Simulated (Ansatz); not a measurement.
KCl (zincblende): G0W0 against its settings

KCl (zincblende), relaxed with r2SCAN; one-shot G0W0 in Ansatz without spin-orbit coupling. All values are calculated for a non-magnetic cell, which may be hypothetical.

```yaml
crystal:
  lattice:
    - [0.00000, 3.50728, 3.50728]
    - [3.50728, 0.00000, 3.50728]
    - [3.50728, 3.50728, 0.00000]
  atoms:
    - { symbol: K, position: [0.00000, 0.00000, 0.00000] }
    - { symbol: Cl, position: [0.25000, 0.25000, 0.25000] }
```

Gaps are read over the mesh points alone. G0W0 here is at a finite number of bands, screening cutoff and k mesh, not at the basis limit.

| start | potentials | frequency model | mesh | empty bands | screening cutoff (eV) | Kohn-Sham gap (eV) | G0W0 gap (eV) | rough cost |
| --- | --- | --- | --- | --- | --- | --- | --- | --- |
| PBE | PAW | contour deformation | 4×4×4 | 140 | 80 | 4.78 | 7.59 | 27 core-seconds |
| PBE | PAW | contour deformation | 4×4×4 | 324 | 140 | 4.78 | 7.78 | 2.1 core-minutes |
| PBE | PAW | contour deformation | 4×4×4 | 596 | 210 | 4.78 | 7.89 | 10 core-minutes |
| HSE06 | PAW | contour deformation | 4×4×4 | 324 | 140 | 6.02 | 8.38 | 4 core-minutes |
| LDA | PAW | contour deformation | 4×4×4 | 324 | 140 | 4.46 | 7.69 | 2.1 core-minutes |
| r2SCAN | PAW | contour deformation | 4×4×4 | 324 | 140 | 5.35 | 8.12 | 2.5 core-minutes |
| PBE | PAW | Godby-Needs pole | 4×4×4 | 324 | 140 | 4.78 | 7.78 | 3 core-minutes |
| PBE | PAW | contour deformation | 6×6×6 | 140 | 80 | 4.78 | 7.59 | 2.8 core-minutes |
| PBE | norm-conserving | contour deformation | 4×4×4 | 324 | 140 | 4.78 | 7.79 | 3 core-minutes |

The quasiparticle gap on this mesh is 7.89 eV (Γ–K (0.67 of the way from Γ) to Γ), against 4.78 eV from PBE: +3.11 eV. Renormalisation factors Z lie between 0.80 and 0.89.

Raising bands and cutoff together moves the gap by +0.19 eV (80 to 140 eV), then +0.11 eV (140 to 210 eV); the last step is still large, so the basis limit isn't reached. Starting from HSE06 (6.02 eV against PBE's 4.78 eV) gives 8.38 eV, +0.60 eV from G0W0@PBE at the same screening cutoff. Starting from LDA (4.46 eV against PBE's 4.78 eV) gives 7.69 eV, -0.09 eV from G0W0@PBE at the same screening cutoff. Starting from r2SCAN (5.35 eV against PBE's 4.78 eV) gives 8.12 eV, +0.34 eV from G0W0@PBE at the same screening cutoff. The Godby-Needs plasmon pole differs from contour deformation by 0.00 eV. A 6×6×6 mesh in place of 4×4×4 changes the opening over PBE by -0.01 eV (the gap on the mesh by 0.00 eV). Norm-conserving potentials (wave cutoff 850 eV against 420 eV) shift the quasiparticle gap by +0.01 eV and the PBE gap by 0.00 eV. r2SCAN runs take a wave cutoff of 500 eV.
